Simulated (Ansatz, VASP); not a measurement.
**Two plane-wave programs on Ir**

```xyz
1
Lattice="0.0000 1.9948 1.9948 1.9948 0.0000 1.9948 1.9948 1.9948 0.0000" Properties=species:S:1:pos:R:3 pbc="T T T"
Ir    0.0000    0.0000    0.0000
```

Alike in both runs: task single point; functional BLYP; k mesh 22 × 22 × 22; occupations fermi-dirac, width 0.1 eV; no spin polarisation.

|  | VASP | Ansatz |
| --- | --- | --- |
| version | VASP 6.6.1 | Ansatz 0.2.0 |
| potentials or method | VASP PAW PBE potentials, release 64 (Ir) | plane waves (420 eV) with PAW, scalar-relativistic |
| plane-wave cutoff (eV) | 520 | 420 |
| valence electrons in the cell | 9 | 17 |

Ansatz gave:

| Property | Result |
| --- | --- |
| pressure (GPa) | -10.4 |

Q: Estimate VASP's values.

A: Pressure (GPa): -8.4.

The two sets of potentials don't hold the same shells in valence.

Caveats: the PAW data sets were made with another functional, which shifts forces and pressure a little (VASP). The runs have no spin-orbit coupling, so splittings on Ir are missing.
